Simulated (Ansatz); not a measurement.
AlP (started from an entry of an open crystallographic database): a band-structure calculation in Ansatz (PBE). The geometry is the r2SCAN minimum.

```yaml
crystal:
  lattice:
    - [0.0, 2.7392607961, 2.7392607961]
    - [2.7392607961, 0.0, 2.7392607961]
    - [2.7392607961, 2.7392607961, 0.0]
  atoms:
    - { symbol: Al, position: [0.0, 0.0, 0.0] }
    - { symbol: P, position: [0.25, 0.25, 0.25] }
kpoints:
  mp_grid: { grid: [8, 8, 8] }
  band_path:
    path:
      - [[0.0, 0.0, 0.0], [-0.5, -0.5, -1.134677262032e-33], [-0.375, -0.375, 0.25]]
      - [[-0.375, -2.855147159507e-17, 0.375], [0.0, 0.0, 0.0], [4.525349910427e-18, 4.525349910427e-18, 0.5], [-0.5, -0.25, 0.25], [-0.5, -0.5, -1.134677262032e-33]]
    npoints: 10
hamiltonian:
  xc: pbe
scf:
  occupations: { method: fermi_dirac, width: 0.02 }
  n_extra_bands: 4
output:
  forces: true
  stress: true
  eigenvalues: true
```

In the abridged output below, numbers in square brackets stand for lines, or ends of lines, that were taken out.
```
scf.n_extra_bands = 4 over 4 filled bands (N_el = 8.0): the run solves 8 bands
Pseudopotential: Al, paw, valence charge 3, recommended cutoff 420 eV (normal)
Pseudopotential: P, paw, valence charge 5, recommended cutoff 420 eV (normal)
Functional definition: PBE
Crystal: 2 atoms, lattice volume = 41.108 Å³
[1]
Symmetry: 24 space group operations
Space group: F-43m (ITA 216)
k-points: 29 of 512 (time reversal used)
Free energy (F): -1294.440515 eV
[2]
--- Forces (eV/Å), atoms counted from 1 ---
  atom   1  Al      0.00000      0.00000      0.00000
  atom   2  P       0.00000      0.00000      0.00000
--- Stress (GPa, compression-positive) ---
[3]
--- Band table (eV; the first three rows and the last of 29) ---
[4]
```

The rows of the band table are 0: (0, 0, 0) = Γ, 1: (0, 0, 1/8), 2: (0, 0, 1/4), 28: (1/4, -1/2, -1/4) = W.

Q: Fill in the blanks. They hold the stress, the Fermi energy and the band table, cutoff and plane waves at Γ.

A:
```
[1]
Basis set: ecut = 420 eV, 821 PW (Γ)
[2]
Fermi energy:    5.748270 eV
[3]
        1.365967       0.000000       0.000000
        0.000000       1.365967       0.000000
        0.000000       0.000000       1.365967
  P = ⅓ Tr σ = 1.3660 GPa (13.660 kbar)
[4]
  k-point 0: bands = [-6.4943, 4.9474, 4.9474, 4.9474, 8.1683, 9.4966, 9.4966, 9.4966]
  k-point 1: bands = [-6.3241, 3.7295, 4.8012, 4.8012, 8.6042, 9.7762, 9.7762, 9.9987]
  k-point 2: bands = [-5.8455, 1.7957, 4.5101, 4.5101, 8.2378, 10.0811, 10.0811, 11.8174]
  k-point 28: bands = [-4.1418, 0.0596, 1.8182, 2.1730, 9.2659, 10.8366, 11.0780, 11.2930]
```
Only the leading digits can be foreseen; the rest is this run's record.

The PBE gap is indirect, 1.60 eV (Γ to X), below the direct gap of 3.22 eV at Γ. At this geometry PBE finds +1.37 GPa, compression counted positive: its own equilibrium volume is larger.

Command: `ansatz run input.yaml --threads 2 --pin off --max-ram 2211MiB --backend cpu --events-out ev --progress --plain --runs-dir out`.

The values are computed, spin-unpolarised, and not measurements.
